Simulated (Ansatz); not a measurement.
ZnS (Wurtzite-4H):

```
Zn S
1.0
     3.82270    0.00000    0.00000
    -1.91135    3.31056    0.00000
     0.00000    0.00000   12.52000
Zn S
4 4
Direct
  0.66667 0.33333 0.75000
  0.33333 0.66667 0.25000
  0.00000 0.00000 0.50000
  0.00000 0.00000 0.00000
  0.66667 0.33333 0.93750
  0.33333 0.66667 0.43750
  0.00000 0.00000 0.68750
  0.00000 0.00000 0.18750
```

Base run:

* Program: Ansatz 0.2.0
* Functional: PBEsol
* Potentials or basis: all-electron LAPW, scalar-relativistic
* Cutoff: 257 eV (chosen from the basis error)
* Basis error allowed: 0.002 eV/atom
* k mesh: 8 × 8 × 3
* Occupations: fermi-dirac, width 0.05 eV
* Spin: no spin polarisation

Its results: band gap on the k mesh 1.99 eV, direct; pressure -2.2 GPa; largest force 0.040 eV/Å.

Task: The run is repeated on the same cell with these changes: functional from PBEsol to LDA. What comes out?

Result: Band gap on the k mesh 1.88 eV, direct; pressure -4.8 GPa; largest force 0.039 eV/Å.

LDA binds more tightly than PBEsol, so the same cell stands under less pressure.
